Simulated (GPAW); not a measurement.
# Zr (P6_3/mmc) in GPAW: a series of runs, part 2 of 2

GPAW 26.7.0. The steps go on from the part before.

## (4) Relaxation of cell and atoms, PBE+D4

File run.py:

```python
from ase.calculators.mixing import SumCalculator
from ase.filters import FrechetCellFilter
from ase.io import write
from ase.optimize import BFGS
from ase.spacegroup import crystal
from dftd4.ase import DFTD4
from gpaw import GPAW, PW

# Zr 2c
atoms = crystal(['Zr'],
                basis=[[0.6666666667, 0.3333333333, 0.75]],
                spacegroup=194, setting=1,  # P6_3/mmc
                cellpar=[3.232, 3.232, 5.147, 90.0, 90.0, 120.0],
                primitive_cell=True)

calc = GPAW(mode=PW(600),
            xc='PBE',
            kpts={'size': (7, 7, 4), 'gamma': True},
            occupations={'name': 'fermi-dirac', 'width': 0.05},
            nbands=24,
            convergence={'density': 1e-05, 'energy': 1e-05},
            maxiter=150,
            txt='gpaw.txt')
atoms.calc = SumCalculator([calc, DFTD4(method='pbe')])
opt = BFGS(FrechetCellFilter(atoms), trajectory='relax.traj', logfile='-')
done = opt.run(fmax=0.02, steps=60)
calc.write('gs.gpw')
write('result.traj', atoms)
print('Converged:', done)
print('Cell:', atoms.cell.cellpar().round(4))
print('Volume:', round(atoms.get_volume(), 4))
print(atoms.get_scaled_positions().round(5))
```

Potentials or basis: GPAW PAW data sets (gpaw-data 1.2.1), pw.

Run with:

```
> OMP_NUM_THREADS=1 python run.py
```

Wall time 42 s (1 thread of Arm Neoverse V1, shared host); peak memory 0.21 GiB.

It converged, with:

| Item | Value |
| --- | --- |
| Free energy | -15.2346 eV |
| Relaxed volume | 22.99 Å³/atom |
| Relaxed cell | a = 3.219 Å, b = 3.219 Å, c = 5.123 Å, α = 90.00°, β = 90.00°, γ = 120.00° |
| Space group after relaxing (to 0.05 Å) | P6_3/mmc (No. 194) |
| Energy gained by relaxing | 0.9 meV/atom |
| Ionic steps | 3 |
| Pressure after relaxing | 0.0 GPa |
| Band gap on the k mesh | none (metal or under the smearing width) |
| Dispersion energy per atom | -0.207 eV |

Stress tensor (GPa, compression positive):
```
 0.04  0.00  0.00
 0.00  0.04  0.00
 0.00  0.00 -0.05
```

The path:
```csv
step,energy change (eV),largest force (eV/Å),pressure (GPa),volume (Å³)
1,0.0000,0.0000,-1.19,46.56
2,-0.0010,0.0000,-0.85,46.39
3,-0.0018,0.0000,0.01,45.97
```

Final structure:
```yaml
crystal:
  lattice:
    - [3.21895, 0.00000, 0.00000]
    - [-1.60948, 2.78770, 0.00000]
    - [0.00000, 0.00000, 5.12297]
  atoms:
    - { symbol: Zr, position: [0.66667, 0.33333, 0.75000] }
    - { symbol: Zr, position: [0.33333, 0.66667, 0.25000] }
```

Levels at points of the mesh, in eV from the Fermi level:
```csv
k point,band 9,band 10,band 11,band 12,band 13,band 14,band 15,band 16
"(0.00, 0.00, 0.00)",-5.74,-3.12,0.80,0.80,0.96,1.15,1.50,1.50
"(0.00, 0.00, 0.50)",-4.02,-4.02,-0.02,-0.02,0.70,0.70,0.70,0.70
```

Caveat: later steps reuse the first step's grids; pairwise dispersion overbinds metals, which lowers pressure and volume.

## (5) Relaxation of cell and atoms, BLYP

File run.py:

```python
from ase.filters import FrechetCellFilter
from ase.io import read, write
from ase.optimize import LBFGS
from gpaw import GPAW, PW, setup_paths

setup_paths.insert(0, '.')

atoms = read('Zr.xyz')

calc = GPAW(mode=PW(600),
            xc='BLYP',
            kpts={'size': (7, 7, 4), 'gamma': True},
            occupations={'name': 'fermi-dirac', 'width': 0.05},
            nbands=24,
            convergence={'density': 1e-06, 'energy': 1e-06, 'eigenstates': 1e-10},
            eigensolver='davidson',
            maxiter=150,
            txt='gpaw.txt')
atoms.calc = calc
opt = LBFGS(FrechetCellFilter(atoms), trajectory='relax.traj', logfile='-')
done = opt.run(fmax=0.01, steps=60)
calc.write('gs.gpw')
write('result.traj', atoms)
print('Converged:', done)
print('Cell:', atoms.cell.cellpar().round(4))
print('Volume:', round(atoms.get_volume(), 4))
print(atoms.get_scaled_positions().round(5))
```

File Zr.xyz:

```xyz
2
Lattice="3.2320000000 0.0000000000 0.0000000000 -1.6160000000 2.7989941050 0.0000000000 0.0000000000 0.0000000000 5.1470000000" Properties=species:S:1:pos:R:3 pbc="T T T"
Zr     1.6160000002      0.9329980349      3.8602500000
Zr    -0.0000000002      1.8659960701      1.2867500000
```

Potentials or basis: PAW data sets generated in the run's folder for this functional, pw.

Run with:

```
> gpaw-setup -f BLYP Zr
> OMP_NUM_THREADS=1 python run.py
```

gpaw.txt:

```text
__  _  _
 | _ |_)|_||  |
 |__||  | ||/\| - 26.7.0

Input parameters:
  mode=PW(ecut=600.0),
  convergence={'density': 1e-06, 'energy': 1e-06, 'eigenstates': 1e-10},
  eigensolver=Davidson(niter=2),
  kpts=MonkhorstPack(size=(7, 7, 4), gamma=True),
  maxiter=150,
  nbands=24,
  occupations=Occupations(name='fermi-dirac', width=0.05),
  xc=XC(name='BLYP')

Diagonalizing LCAO Hamiltonian
Converting LCAO to pw mode

           Zr

        Zr

Atoms  # Å, Bohr magnetons
|   | symbol |         x |        y |        z |    initial magnetic moments |
|---|--------|-----------|----------|----------|-----------------------------|
| 0 |     Zr |  1.616000 | 0.932998 | 3.860250 | ( 0.0000,  0.0000,  0.0000) |
| 1 |     Zr | -0.000000 | 1.865996 | 1.286750 | ( 0.0000,  0.0000,  0.0000) |
[... 132 lines left out ...]
SCF iterations
|iter     | |      energy | eigst |  dens |
|---------|-|-------------|-------|-------|
|iter:   1| |  -12.444717 | +0.18 |       |
|iter:   2| |  -12.452351 | -0.59 | -1.40 |
|iter:   3| |  -12.367279 | -0.86 | -1.42 |
|iter:   4| |  -12.334911 | -2.30 | -1.83 |
|iter:   5| |  -12.339311 | -3.09 | -2.15 |
|iter:   6| |  -12.339259 | -4.42 | -3.10 |
|iter:   7| |  -12.339286 | -5.40 | -3.58 |
|iter:   8| |  -12.339287 | -6.63 | -4.33 |
|iter:   9| |  -12.339287c| -7.52 | -4.75 |
|iter:  10| |  -12.339287c| -8.44 | -5.57 |
|iter:  11| |  -12.339287c| -9.31 | -6.35c|
|iter:  12| |  -12.339287c|-10.24c| -6.88c|

Converged in 12 steps
Energy contributions relative to reference atoms: (reference = -195814.959751)

Energy contributions:
  Kinetic:           9.522099
  Coulomb:         -10.111124
  Zero:              0.811239
  External:          0.000000
  Xc:              -12.550799
  Entropy:          -0.021404
  Spinorbit:         0.000000
  ----------------------------
  Free energy:     -12.349989
  Extrapolated:    -12.339287
[... 187 lines left out ...]
SCF iterations
|iter     | |      energy | eigst |  dens |
|---------|-|-------------|-------|-------|
|iter:   1| |  -12.352879 |       |       |
|iter:   2| |  -12.352172 | -3.09 | -2.28 |
|iter:   3| |  -12.349615 | -2.76 | -2.30 |
|iter:   4| |  -12.347717 | -3.81 | -2.53 |
|iter:   5| |  -12.347871 | -4.74 | -3.31 |
|iter:   6| |  -12.347873 | -6.20 | -3.99 |
|iter:   7| |  -12.347873c| -7.11 | -4.64 |
|iter:   8| |  -12.347873c| -7.91 | -4.87 |
|iter:   9| |  -12.347873c| -8.68 | -5.38 |
|iter:  10| |  -12.347873c| -9.39 | -6.16c|
|iter:  11| |  -12.347873c|-10.28c| -6.53c|

Converged in 11 steps
Energy contributions relative to reference atoms: (reference = -195814.959751)

Energy contributions:
  Kinetic:           8.490826
  Coulomb:          -9.334942
  Zero:              0.810042
  External:          0.000000
  Xc:              -12.303111
  Entropy:          -0.021376
  Spinorbit:         0.000000
  ----------------------------
  Free energy:     -12.358561
  Extrapolated:    -12.347873
[... 31 lines left out ...]
Stress tensor  # eV/Ang^3
|         x |         y |         z |
|-----------|-----------|-----------|
| -0.014309 | -0.000000 |  0.000000 |
| -0.000000 | -0.014309 |  0.000000 |
|  0.000000 |  0.000000 | -0.013579 |

Forces  # eV/Ang
|       x |        y |        z |
|---------|----------|----------|
| 0.00000 |  0.00000 |  0.00000 |  # Zr   0
| 0.00000 | -0.00000 | -0.00000 |  # Zr   1

[... 417 lines left out ...]

Stress tensor  # eV/Ang^3
|         x |         y |        z |
|-----------|-----------|----------|
| -0.000258 |  0.000000 | 0.000000 |
|  0.000000 | -0.000258 | 0.000000 |
|  0.000000 |  0.000000 | 0.000533 |

Forces  # eV/Ang
|       x |        y |        z |
|---------|----------|----------|
| 0.00000 | -0.00000 |  0.00002 |  # Zr   0
| 0.00000 |  0.00000 | -0.00002 |  # Zr   1

Interpolating wave functions to new cell

           Zr
[... 140 lines left out ...]
SCF iterations
|iter     | |      energy | eigst |  dens |
|---------|-|-------------|-------|-------|
|iter:   1| |  -12.356926 |       |       |
|iter:   2| |  -12.356929 | -4.94 | -3.77 |
|iter:   3| |  -13.659272 | -0.75 | -3.75 |
|iter:   4| |  -12.354013 | -0.85 | -1.02 |
|iter:   5| |  -12.356807 | -2.41 | -2.79 |
|iter:   6| |  -12.356925 | -3.56 | -3.60 |
|iter:   7| |  -12.356936 | -4.62 | -4.40 |
|iter:   8| |  -12.356937c| -5.66 | -4.39 |
|iter:   9| |  -12.356937c| -6.94 | -4.46 |
|iter:  10| |  -12.356937c| -8.07 | -4.76 |
|iter:  11| |  -12.356938c| -8.58 | -5.06 |
|iter:  12| |  -12.356938c| -9.51 | -5.92 |
|iter:  13| |  -12.356938c|-10.86c| -5.89 |
|iter:  14| |  -12.356938c|-11.28c| -6.15c|

Converged in 14 steps
Energy contributions relative to reference atoms: (reference = -195814.959751)

Energy contributions:
  Kinetic:           6.041611
  Coulomb:          -7.481676
  Zero:              0.807053
  External:          0.000000
  Xc:              -11.713219
  Entropy:          -0.021413
  Spinorbit:         0.000000
  ----------------------------
  Free energy:     -12.367644
  Extrapolated:    -12.356938
[... 50 lines left out ...]
Atoms  # Å, Bohr magnetons
|   | symbol |         x |        y |        z |    initial magnetic moments |
|---|--------|-----------|----------|----------|-----------------------------|
| 0 |     Zr |  1.635850 | 0.944459 | 3.900740 | ( 0.0000,  0.0000,  0.0000) |
| 1 |     Zr | -0.000000 | 1.888917 | 1.300245 | ( 0.0000,  0.0000,  0.0000) |

Unit cell  # Å
| periodic |         x |         y |         z |  lengths |     angles |
|----------|-----------|-----------|-----------|----------|------------|
|      yes |  3.271701 | -0.000000 | -0.000000 | 3.271701 |  90.000000 |
|      yes | -1.635850 |  2.833376 |  0.000000 | 3.271701 |  90.000000 |
|      yes |  0.000000 |  0.000000 |  5.200985 | 5.200985 | 120.000000 |

Number of symmetries: 12
Symmetry operations  # r_c * U_cc + t_c -> r_c
|    | kind |            matrix            |
|----|------|------------------------------|
|  0 |  σ   |  1, 1, 0,  0,-1, 0,  0, 0, 1 |
|  1 |  S6  |  1, 1, 0, -1, 0, 0,  0, 0,-1 |
|  2 |  E   |  1, 0, 0,  0, 1, 0,  0, 0, 1 |
|  3 |  C2  |  1, 0, 0, -1,-1, 0,  0, 0,-1 |
|  4 |  C2  |  0, 1, 0,  1, 0, 0,  0, 0,-1 |
|  5 |  C3  |  0, 1, 0, -1,-1, 0,  0, 0, 1 |
|  6 |  S6  |  0,-1, 0,  1, 1, 0,  0, 0,-1 |
|  7 |  σ   |  0,-1, 0, -1, 0, 0,  0, 0, 1 |
|  8 |  σ   | -1, 0, 0,  1, 1, 0,  0, 0, 1 |
[... 174 lines left out ...]
No gap
No difference between direct/indirect transitions

Stress tensor  # eV/Ang^3
|        x |         y |        z |
|----------|-----------|----------|
| 0.000146 | -0.000000 | 0.000000 |
| 0.000000 |  0.000146 | 0.000000 |
| 0.000000 |  0.000000 | 0.000460 |

Forces  # eV/Ang
|        x |        y |        z |
|----------|----------|----------|
| -0.00000 |  0.00000 | -0.00011 |  # Zr   0
|  0.00000 | -0.00000 |  0.00011 |  # Zr   1
[... 7 lines left out ...]
Atoms  # Å, Bohr magnetons
|   | symbol |         x |        y |        z |    initial magnetic moments |
|---|--------|-----------|----------|----------|-----------------------------|
| 0 |     Zr |  1.636071 | 0.944586 | 3.899107 | ( 0.0000,  0.0000,  0.0000) |
| 1 |     Zr | -0.000000 | 1.889172 | 1.299704 | ( 0.0000,  0.0000,  0.0000) |

Unit cell  # Å
| periodic |         x |        y |         z |  lengths |     angles |
|----------|-----------|----------|-----------|----------|------------|
|      yes |  3.272141 | 0.000000 |  0.000000 | 3.272141 |  90.000000 |
|      yes | -1.636071 | 2.833758 | -0.000000 | 3.272141 |  90.000000 |
|      yes |  0.000000 | 0.000000 |  5.198810 | 5.198810 | 120.000000 |

Number of symmetries: 12
Symmetry operations  # r_c * U_cc + t_c -> r_c
|    | kind |            matrix            |
|----|------|------------------------------|
|  0 |  σ   |  1, 1, 0,  0,-1, 0,  0, 0, 1 |
|  1 |  S6  |  1, 1, 0, -1, 0, 0,  0, 0,-1 |
|  2 |  E   |  1, 0, 0,  0, 1, 0,  0, 0, 1 |
|  3 |  C2  |  1, 0, 0, -1,-1, 0,  0, 0,-1 |
|  4 |  C2  |  0, 1, 0,  1, 0, 0,  0, 0,-1 |
|  5 |  C3  |  0, 1, 0, -1,-1, 0,  0, 0, 1 |
|  6 |  S6  |  0,-1, 0,  1, 1, 0,  0, 0,-1 |
|  7 |  σ   |  0,-1, 0, -1, 0, 0,  0, 0, 1 |
|  8 |  σ   | -1, 0, 0,  1, 1, 0,  0, 0, 1 |
[... 111 lines left out ...]
SCF iterations
|iter     | |      energy | eigst |  dens |
|---------|-|-------------|-------|-------|
|iter:   1| |  -12.356965 |       |       |
|iter:   2| |  -12.356969 | -4.84 | -3.56 |
|iter:   3| |-82242609.365840 |+12.58 | -3.55 |
|iter:   4| |   15.652969 | +2.86 | +0.27 |
|iter:   5| |  -11.381870 | +1.44 | -0.67 |
|iter:   6| |  -12.224068 | +0.59 | -2.07 |
|iter:   7| |  -12.332685 | -0.16 | -2.39 |
|iter:   8| |  -12.351751 | -0.85 | -2.94 |
|iter:   9| |  -12.355814 | -1.51 | -3.15 |
|iter:  10| |  -12.356710 | -2.12 | -3.59 |
|iter:  11| |  -12.356920 | -2.75 | -3.61 |
|iter:  12| |  -12.356970 | -3.34 | -3.74 |
|iter:  13| |  -12.356980 | -3.92 | -3.83 |
|iter:  14| |  -12.356986c| -4.52 | -3.95 |
|iter:  15| |  -12.356988c| -5.14 | -3.89 |
|iter:  16| |  -12.356987c| -5.80 | -3.86 |
|iter:  17| |  -12.356984c| -6.82 | -3.92 |
|iter:  18| |  -12.356982c| -7.29 | -4.11 |
|iter:  19| |  -12.356982c| -7.39 | -4.51 |
|iter:  20| |  -12.356982c| -8.98 | -4.98 |
[... 55 lines left out ...]
Forces  # eV/Ang
|        x |        y |        z |
|----------|----------|----------|
| -0.00000 |  0.00000 |  0.00002 |  # Zr   0
|  0.00000 | -0.00000 | -0.00002 |  # Zr   1

# Writing to gs.gpw (mode='')
```

It took 2.3 min on 1 thread of Arm Neoverse V1, shared host; peak memory 0.26 GiB.

Results:

| Item | Value |
| --- | --- |
| Free energy | -12.3677 eV |
| Relaxed volume | 24.10 Å³/atom |
| Relaxed cell | a = 3.272 Å, b = 3.272 Å, c = 5.199 Å, α = 90.00°, β = 90.00°, γ = 120.00° |
| Space group after relaxing (to 0.05 Å) | P6_3/mmc (No. 194) |
| Energy gained by relaxing | 8.8 meV/atom |
| Ionic steps | 7 |
| Pressure after relaxing | 0.0 GPa |
| Band gap on the k mesh | none (metal or under the smearing width) |

The path:
| step | energy change (eV) | largest force (eV/Å) | pressure (GPa) | volume (Å³) |
| --- | --- | --- | --- | --- |
| 1 | 0.0000 | 0.0000 | 3.25 | 46.56 |
| 2 | -0.0086 | 0.0000 | 2.25 | 47.03 |
| 3 | -0.0176 | 0.0000 | 0.05 | 48.16 |
| 4 | -0.0176 | 0.0000 | 0.00 | 48.19 |
| 5 | -0.0177 | 0.0000 | -0.02 | 48.20 |
| 6 | -0.0177 | 0.0001 | -0.04 | 48.21 |
| 7 | -0.0177 | 0.0000 | -0.03 | 48.21 |

Final structure:
```
Zr
1.0
     3.27214    0.00000    0.00000
    -1.63607    2.83376    0.00000
     0.00000    0.00000    5.19881
Zr
2
Direct
  0.66667 0.33333 0.75000
  0.33333 0.66667 0.25000
```

Caveat: later steps reuse the first step's grids. BLYP gives volumes clearly too large for solids.

## (6) Single point, PBE

File run.py:

```python
from ase.dft.bandgap import bandgap
from ase.io import read, write
from ase.units import GPa
from gpaw import GPAW, PW

atoms = read('POSCAR')

calc = GPAW(mode=PW(600),
            xc='PBE',
            kpts={'size': (9, 9, 5), 'gamma': True},
            occupations={'name': 'methfessel-paxton', 'order': 0, 'width': 0.011},
            nbands=24,
            convergence={'density': 1e-05, 'energy': 1e-05},
            maxiter=150,
            txt='gpaw.txt')
atoms.calc = calc
energy = atoms.get_potential_energy()
forces = atoms.get_forces()
stress = atoms.get_stress()
calc.write('gs.gpw')
write('result.traj', atoms)
print(f'Energy: {energy:.6f} eV')
print('Forces (eV/A):')
print(forces.round(4))
print('Stress (GPa):', (stress / GPa).round(3))
print('Fermi level:', round(calc.get_fermi_level(), 4), 'eV')
print(f'Gap: {bandgap(calc)[0]:.4f} eV, direct: {bandgap(calc, direct=True)[0]:.4f} eV')
```

File POSCAR:

```
Zr
1.0
    3.2320000000      0.0000000000      0.0000000000
   -1.6160000000      2.7989941050      0.0000000000
    0.0000000000      0.0000000000      5.1470000000
Zr
2
Direct
    0.6666666667      0.3333333333      0.7500000000
    0.3333333333      0.6666666667      0.2500000000
```

Potentials or basis: GPAW PAW data sets (gpaw-data 1.2.1), pw.

Run with:

```
> OMP_NUM_THREADS=1 python run.py
```

Run time: 22 s. Hardware: 1 thread of Arm Neoverse V2, shared host; peak memory 0.18 GiB.

It converged, with:

```yaml
Free_energy: -14.8238 eV
Pressure: 0.2 GPa
Band_gap_on_the_k_mesh: none (metal or under the smearing width)
```

Stress tensor (GPa, compression positive):
```
-0.10  0.00  0.00
 0.00 -0.10  0.00
 0.00  0.00  0.93
```

Levels at points of the mesh, in eV from the Fermi level:
```csv
k point,band 10,band 11,band 12,band 13,band 14,band 15
"(0.00, 0.00, 0.00)",-3.06,0.82,0.82,0.97,1.12,1.51
```

## (7) The runs side by side

```csv
task,level,potentials or basis,cell,k mesh,smearing,optimizer,fmax,max steps,target pressure,eigensolver,gap on the mesh (eV),pressure (GPa),relaxed volume (Å³/atom)
relaxation of cell and atoms,RPBE+D3(BJ),"the program's PAW data sets (release 1.2.1) made for this functional, pw",relaxed to 10 GPa,7 × 7 × 4,fermi-dirac 0.05 eV,BFGS,0.05 eV/Å,40,10 GPa,-,none,10.0,-
relaxation of cell and atoms,PBEsol+D4,"PAW data sets generated in the run's folder for this functional, pw",relaxed,7 × 7 × 4,fermi-dirac 0.05 eV,LBFGS,0.05 eV/Å,60,-,-,none,0.1,22.21
relaxation of cell and atoms,PBE+D4,"GPAW PAW data sets (gpaw-data 1.2.1), pw",relaxed,7 × 7 × 4,fermi-dirac 0.05 eV,BFGS,0.02 eV/Å,60,-,-,none,0.0,22.99
relaxation of cell and atoms,BLYP,"PAW data sets generated in the run's folder for this functional, pw",relaxed,7 × 7 × 4,fermi-dirac 0.05 eV,LBFGS,0.01 eV/Å,60,-,davidson,none,0.0,24.10
single point,PBE,"GPAW PAW data sets (gpaw-data 1.2.1), pw",as given,9 × 9 × 5,gaussian 0.011 eV,-,-,-,-,-,none,0.2,-
```

Alike in all rows: no spin polarisation; cutoff (eV) 600.

Caveats: later steps reuse the first step's grids (some runs); pairwise dispersion overbinds metals, which lowers pressure and volume (some runs); the volume moved by over 15 % at a fixed basis, so the end points are rough (some runs).

Absolute energies hang on the potentials; compare differences alone.
